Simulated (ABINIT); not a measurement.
# Ta (Im-3m) in ABINIT: a series of runs

Aim: see how the results for Ta move with the level of theory and the settings. Levels: BLYP+D3(BJ), RPBE+D4, PW91+D3(BJ), revPBE, PBEsol. Tasks: equation of state, band structure.

Program: ABINIT 10.8.3 (patched build). These are calculated values, not measurements. Logs are shortened: lines on timing, memory, paths and dates and some standing lists are left out, and cuts for length are marked. The log counts tension as positive stress, the text compression.

**Experimental background.**

From “Pressure effects on the electronic structure and superconductivity of (TaNb)0.67(HfZrTi)0.33 high entropy alloy”, 2019, arxiv:1910.08312, for a bulk crystal of Ta: bulk modulus 194 GPa.

“Refinement of the equation of state of tantalum”, 2004, arxiv:cond-mat/0403080 quotes, for a bulk crystal of Ta: bulk modulus 194 GPa.

How close the calculation comes is told below.

**1. Starting point**

The structure is cubic, space group Im-3m (No. 229). The conventional cell has a = 3.303 Å, b = 3.303 Å, c = 3.303 Å, α = 90.00°, β = 90.00°, γ = 90.00°. Ta (site symmetry m-3m) is surrounded by 8 Ta at 2.86 Å.

**2. Equation of state, BLYP+D3(BJ)**

Input file run.abi:

```
# Datasets: one volume each
ndtset 7
getwfk -1
scalecart1 3*0.9795861087
scalecart2 3*0.9864848297
scalecart3 3*0.9932883884
scalecart4 3*1.0000000000
scalecart5 3*1.0066227096
scalecart6 3*1.0131594038
scalecart7 3*1.0196128224

# Pseudopotentials
pp_dirpath "./"
pseudos "Ta.GGA_PBE-JTH.xml"

# Structure
acell 2.8601008575 2.8601008575 2.8601008575 Angstrom
rprim
    -0.5773502692     0.5773502692     0.5773502692
     0.5773502692    -0.5773502692     0.5773502692
     0.5773502692     0.5773502692    -0.5773502692
ntypat 1
znucl 73
natom 1
typat 1
xred
     0.0000000000     0.0000000000     0.0000000000

# Plane-wave basis
ecut 19.0
pawecutdg 38.0

# k points
kptopt 1
ngkpt 11 11 11
nshiftk 1
shiftk 0.0 0.0 0.0

# Exchange and correlation
ixc -106131
vdw_xc 7

# Bands and occupations
nband 11
occopt 3
tsmear 0.00183747

# SCF cycle
nstep 100
tolvrs 1.0e-9

# Output
iomode 3
prtwf 1
prtden 0
prteig 0
prtebands 0
enunit 1
```

Potentials or basis: JTH PAW PBE v2.0.

Command:

```
> abinit run.abi > log 2>&1
```

run.abo:

```text
.Version 10.8.3 of ABINIT
 DATASET    1 : space group Im -3 m (#229); Bravais cI (body-center cubic)
================================================================================
 Values of the parameters that define the memory need for DATASET  1.
     intxc =       0    ionmov =       0      iscf =      17    lmnmax =      18
     lnmax =       6     mgfft =      24  mpssoang =       3    mqgrid =    3001
     natom =       1  nloc_mem =       2    nspden =       1   nspinor =       1
    nsppol =       1      nsym =      48    n1xccc =       1    ntypat =       1
    occopt =       3   xclevel =       2
       mpw =         470          nfft =       13824          nkpt =          56
 PAW method is used; the additional fine FFT grid is defined by:
   mgfftf=        30    nfftf =     27000
================================================================================
================================================================================
[... 71 lines left out ...]
 DATASET    7 : space group Im -3 m (#229); Bravais cI (body-center cubic)
================================================================================
 Values of the parameters that define the memory need for DATASET  7.
     intxc =       0    ionmov =       0      iscf =      17    lmnmax =      18
     lnmax =       6     mgfft =      24  mpssoang =       3    mqgrid =    3001
     natom =       1  nloc_mem =       2    nspden =       1   nspinor =       1
    nsppol =       1      nsym =      48    n1xccc =       1    ntypat =       1
    occopt =       3   xclevel =       2
       mpw =         525          nfft =       13824          nkpt =          56
 PAW method is used; the additional fine FFT grid is defined by:
   mgfftf=        32    nfftf =     32768
================================================================================
================================================================================

--------------------------------------------------------------------------------
------------- Echo of variables that govern the present computation ------------
--------------------------------------------------------------------------------
 -outvars: echo values of preprocessed input variables --------
            acell      5.4048073131E+00  5.4048073131E+00  5.4048073131E+00 Bohr
              amu      1.80947900E+02
             ecut      1.90000000E+01 Hartree
           enunit           1
           getwfk          -1
                       outvar_i_n : Printing only first  50 k-points.
              ixc     -106131
           jdtset        1    2    3    4    5    6    7
                       outvar_i_n : Printing only first  50 k-points.
         kptrlatt       11    0    0      0   11    0      0    0   11
          kptrlen1     5.82392158E+01
          kptrlen2     5.86493646E+01
          kptrlen3     5.90538558E+01
          kptrlen4     5.94528804E+01
          kptrlen5     5.98466196E+01
[... 41 lines left out ...]
                       5.8494785453E-01  5.8494785453E-01 -5.8494785453E-01
            rprim7    -5.8867373749E-01  5.8867373749E-01  5.8867373749E-01
                       5.8867373749E-01 -5.8867373749E-01  5.8867373749E-01
                       5.8867373749E-01  5.8867373749E-01 -5.8867373749E-01
          spgroup         229
           tolvrs      1.00000000E-09
           tsmear      1.83747000E-03 Hartree
            typat      1
           useylm           1
           vdw_xc           7
                       outvars : Printing only first  50 k-points.
            znucl       73.00000

================================================================================

 chkinp: Checking input parameters for consistency, jdtset=   1.

 chkinp: Checking input parameters for consistency, jdtset=   2.
[... 42 lines left out ...]
 getcut: wavevector=  0.0000  0.0000  0.0000  ngfft=  30  30  30
         ecut(hartree)=     38.000   => boxcut(ratio)=   2.04193

--- Pseudopotential description ------------------------------------------------
- pspini: atom type   1  psp file is ./Ta.GGA_PBE-JTH.xml
 Pseudopotential format is: paw10
 basis_size (lnmax)=  6 (lmn_size= 18), orbitals=   0   0   1   1   2   2
 Spheres core radius: rc_sph= 2.41973345
 Shapefunction is SIN type: shapef(r)=[sin(pi*r/rshp)/(pi*r/rshp)]**2
 Radius for shape functions =  2.11065461
 Compensation charge density is not taken into account in XC energy/potential

   9.99818744E+02                                ecore*ucvol(ha*bohr**3)
--------------------------------------------------------------------------------

[... 1179 lines left out ...]
-Cartesian components of stress tensor (GPa)         [Pressure= -1.6239E+01 GPa]
- sigma(1 1)=  1.62387528E+01  sigma(3 2)=  0.00000000E+00
- sigma(2 2)=  1.62387528E+01  sigma(3 1)=  0.00000000E+00
- sigma(3 3)=  1.62387528E+01  sigma(2 1)=  0.00000000E+00

== END DATASET(S) ==============================================================
================================================================================

 -outvars: echo values of variables after computation  --------
            acell      5.4048073131E+00  5.4048073131E+00  5.4048073131E+00 Bohr
           etotal1    -5.8954647342E+01
           etotal2    -5.8955027367E+01
           etotal3    -5.8955030468E+01
           etotal4    -5.8954677808E+01
           etotal5    -5.8954011808E+01
           etotal6    -5.8953063100E+01
           etotal7    -5.8951855748E+01
            fcart1    -0.0000000000E+00 -0.0000000000E+00 -0.0000000000E+00
            fcart2    -0.0000000000E+00 -0.0000000000E+00 -0.0000000000E+00
            fcart3    -0.0000000000E+00 -0.0000000000E+00 -0.0000000000E+00
            fcart4    -0.0000000000E+00 -0.0000000000E+00 -0.0000000000E+00
            fcart5    -0.0000000000E+00 -0.0000000000E+00 -0.0000000000E+00
            fcart6    -0.0000000000E+00 -0.0000000000E+00 -0.0000000000E+00
            fcart7    -0.0000000000E+00 -0.0000000000E+00 -0.0000000000E+00
            rprim1    -5.6556430356E-01  5.6556430356E-01  5.6556430356E-01
                       5.6556430356E-01 -5.6556430356E-01  5.6556430356E-01
                       5.6556430356E-01  5.6556430356E-01 -5.6556430356E-01
[... 17 lines left out ...]
                       5.8867373749E-01  5.8867373749E-01 -5.8867373749E-01
           strten1    -2.3424720558E-04 -2.3424720558E-04 -2.3424720558E-04
                       0.0000000000E+00  0.0000000000E+00  0.0000000000E+00
           strten2    -6.7850240908E-05 -6.7850240908E-05 -6.7850240908E-05
                       0.0000000000E+00  0.0000000000E+00  0.0000000000E+00
           strten3     8.2377038691E-05  8.2377038691E-05  8.2377038691E-05
                       0.0000000000E+00  0.0000000000E+00  0.0000000000E+00
           strten4     2.2025382121E-04  2.2025382121E-04  2.2025382121E-04
                       0.0000000000E+00  0.0000000000E+00  0.0000000000E+00
           strten5     3.4175127438E-04  3.4175127438E-04  3.4175127438E-04
                       0.0000000000E+00  0.0000000000E+00  0.0000000000E+00
           strten6     4.5173539571E-04  4.5173539571E-04  4.5173539571E-04
                       0.0000000000E+00  0.0000000000E+00  0.0000000000E+00
           strten7     5.5194398821E-04  5.5194398821E-04  5.5194398821E-04
                       0.0000000000E+00  0.0000000000E+00  0.0000000000E+00
 Calculation completed.
```

Wall time 50 s (1 thread of Arm Neoverse V2, shared host); peak memory 0.13 GiB.

Results:

```yaml
Equilibrium_volume: 17.47 Å³/atom
Bulk_modulus: 215 GPa
Pressure_derivative_of_the_bulk_modulus: 3.9
```

Energy against volume, from the lowest point:
| volume (Å³/atom) | energy (meV/atom) |
| --- | --- |
| 16.930 | 10.43 |
| 17.290 | 0.08 |
| 17.650 | 0.00 |
| 18.010 | 9.60 |
| 18.371 | 27.72 |
| 18.731 | 53.53 |
| 19.091 | 86.39 |

Caveat: pressures at fixed basis lie under the slope of the energies; the PAW data sets were made with another functional, which shifts forces and pressure a little. The run has no spin-orbit coupling, so splittings on Ta are missing.

(Continued in part 2 of 2.)
